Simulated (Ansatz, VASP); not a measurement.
## Two plane-wave programs on Rb

```
Rb
1.0
     2.53764    1.46511   12.68890
    -2.53764    1.46511   12.68890
     0.00000   -2.93021   12.68890
Rb
3
Direct
  0.00000 0.00000 0.00000
  0.77762 0.77762 0.77762
  0.22238 0.22238 0.22238
```

Alike in both runs: task single point; functional PBE; k mesh 3 × 3 × 3; occupations gaussian, width 0.1 eV; no spin polarisation.

|  | VASP | Ansatz |
| --- | --- | --- |
| version | VASP 6.6.1 | Ansatz 0.2.0 |
| potentials or method | VASP PAW PBE potentials, release 64 (Rb_sv) | scalar-relativistic, plane waves, PAW (harder set) |
| plane-wave cutoff (eV) | 520 | 390 |
| valence electrons in the cell | 27 | 27 |

|  | VASP | Ansatz | Ansatz less VASP |
| --- | --- | --- | --- |
| gap on the k mesh at the Fermi level (eV) | none | none | - |
| pressure (GPa) | -0.1 | -0.1 | 0.00 |
| largest component of the traceless stress (GPa) | 0.14 | 0.14 | 0.000 |

A gap of «none» marks a metal or a gap that the smearing closes. With one functional, cell and mesh, what is left measures potentials, basis and numerics.

Caveats: the k mesh is coarse (spacing up to 0.48 Å⁻¹), so the values aren't converged.
